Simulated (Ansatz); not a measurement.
# GaN (wurtzite): the cost of one run

Computed with Ansatz 0.2.0 (DFT r2SCAN, scalar-relativistic, plane waves, PAW, unless a step's input says otherwise).

## 1. The starting structure

It takes space group P6_3mc (No. 186, hexagonal). Conventional cell: a = 3.189 Å, b = 3.189 Å, c = 5.185 Å, α = 90.00°, β = 90.00°, γ = 120.00°. Ga (site symmetry 3m) has 4 N at 1.95 Å as nearest neighbours. Around N (site symmetry 3m) lie 4 Ga at 1.95 Å.

Coordinates:

```
CELL_PARAMETERS angstrom
3.18900 0.00000 0.00000
-1.59450 2.76176 0.00000
0.00000 0.00000 5.18500
ATOMIC_POSITIONS crystal
Ga 0.33333 0.66667 0.00000
Ga 0.66667 0.33333 0.50000
N 0.33333 0.66667 0.37700
N 0.66667 0.33333 0.87700
```

## 2. Relaxing cell and atoms: GaN (wurtzite), no spin

Input file input.yaml:

```yaml
crystal:
  lattice:
    - [3.189, 0.0, 0.0]
    - [-1.5945, 2.7617550127, 0.0]
    - [0.0, 0.0, 5.185]
  atoms:
    - { symbol: Ga, position: [0.3333333333, 0.6666666667, 0.0] }
    - { symbol: Ga, position: [0.6666666667, 0.3333333333, 0.5] }
    - { symbol: "N", position: [0.3333333333, 0.6666666667, 0.377] }
    - { symbol: "N", position: [0.6666666667, 0.3333333333, 0.877] }
scf:
  occupations: { method: fixed }
output:
  forces: true
  stress: true
  eigenvalues: true
hamiltonian:
  xc: r2scan
kpoints:
  mp_grid: { grid: [8, 8, 5] }
relax:
  f_tol: 0.003
  max_steps: 40
  cell: { stress_tol: 0.02 }
```

On the command line:

```bash
$ ansatz run input.yaml --threads 8 --pin off --max-ram 24576MiB --backend cpu --events-out ev --progress --plain --runs-dir out
```

Q: Estimate wall time and peak memory on 8 threads of Intel Xeon Platinum 8488C (Sapphire Rapids), shared host.

About 4.2 s, with a peak of 0.56 GiB.
